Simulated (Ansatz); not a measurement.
# AgBr: the cost of one run

Computed with Ansatz 0.2.0 (DFT PBE, scalar-relativistic, plane waves, PAW, unless a step's input says otherwise).

The COD entry's cell or inner coordinates are ideal or old and differ from later refinements, so a difference from it is no clean test against experiment.

1 further run of the same task is left out (set aside as unsound or not needed).

**1. Starting point**

The structure is cubic, space group Fm-3m (No. 225). The conventional cell has a = 5.843 Å, b = 5.843 Å, c = 5.843 Å, α = 90.00°, β = 90.00°, γ = 90.00°. Around Ag (site symmetry m-3m) lie 6 Br at 2.92 Å. Br (site symmetry m-3m) is surrounded by 6 Ag at 2.92 Å.

Coordinates:

```
CELL_PARAMETERS angstrom
0.00000 2.92166 2.92166
2.92166 0.00000 2.92166
2.92166 2.92166 0.00000
ATOMIC_POSITIONS crystal
Ag 0.00000 0.00000 0.00000
Br 0.50000 0.50000 0.50000
```

This cell was relaxed beforehand with the same method: volume 24.94 Å³/atom, gap on the mesh 0.69 eV.

**2. Tight relaxation for the response runs**

The response runs start from a cell at rest, found with their own mesh and filling of the bands.

The input, input.yaml:

```yaml
crystal:
  lattice:
    - [0.0, 2.921661292, 2.921661292]
    - [2.921661292, 0.0, 2.921661292]
    - [2.921661292, 2.921661292, 0.0]
  atoms:
    - { symbol: Ag, position: [0.0, 0.0, 0.0] }
    - { symbol: Br, position: [0.5, 0.5, 0.5] }
basis:
  ecutwfc: 420
kpoints:
  mp_grid: { grid: [8, 8, 8] }
hamiltonian:
  xc: pbe
scf:
  occupations: { method: fixed }
output:
  forces: true
  stress: true
  eigenvalues: true
relax:
  adjacent_minimum: "off"
  f_tol: 0.001
  max_steps: 60
  cell: { stress_tol: 0.01 }
```

Command:

```console
ansatz run input.yaml --threads 1 --pin off --max-ram 2560MiB --backend cpu --events-out ev --progress --plain --runs-dir out
```

What time and memory should one allow on 1 thread of Intel Xeon 6975P-C (Granite Rapids), shared host?

About 2.8 s, with a peak of 0.42 GiB.
